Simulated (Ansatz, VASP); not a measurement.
# MoH3 in VASP and in Ansatz

```xyz
8
Lattice="-2.9167 0.0000 0.0000 0.0000 0.0000 -2.9167 0.0000 -5.8334 0.0000" Properties=species:S:1:pos:R:3 pbc="T T T"
H    -2.9167   -4.3751   -2.9167
H     0.0000   -1.4584   -2.9167
H    -1.4584   -5.8334   -2.9167
H    -1.4584   -2.9167   -2.9167
H    -2.9167   -2.9167   -1.4584
H    -2.9167    0.0000   -1.4584
Mo   -1.4584   -4.3751   -1.4584
Mo   -1.4584   -1.4584   -1.4584
```

Alike in both runs: task single point; functional PBE; k mesh 8 × 8 × 4; occupations gaussian, width 0.2 eV; collinear spin.

|  | VASP | Ansatz |
| --- | --- | --- |
| version | VASP 6.6.1 | Ansatz 0.2.0 |
| potentials or method | VASP PAW PBE potentials, release 64 (H, Mo_sv) | scalar-relativistic, plane waves, PAW |
| plane-wave cutoff (eV) | 520 | 420 |
| valence electrons in the cell | 34 | 34 |

|  | VASP | Ansatz | Ansatz less VASP |
| --- | --- | --- | --- |
| gap on the k mesh at the Fermi level (eV) | none | none | - |
| pressure (GPa) | -2.2 | -2.2 | -0.05 |
| net moment per atom (μB) | 0.00 | 0.00 | 0.000 |

A gap of «none» marks a metal or a gap that the smearing closes. Ansatz warned: «seeded_moment_not_kept».
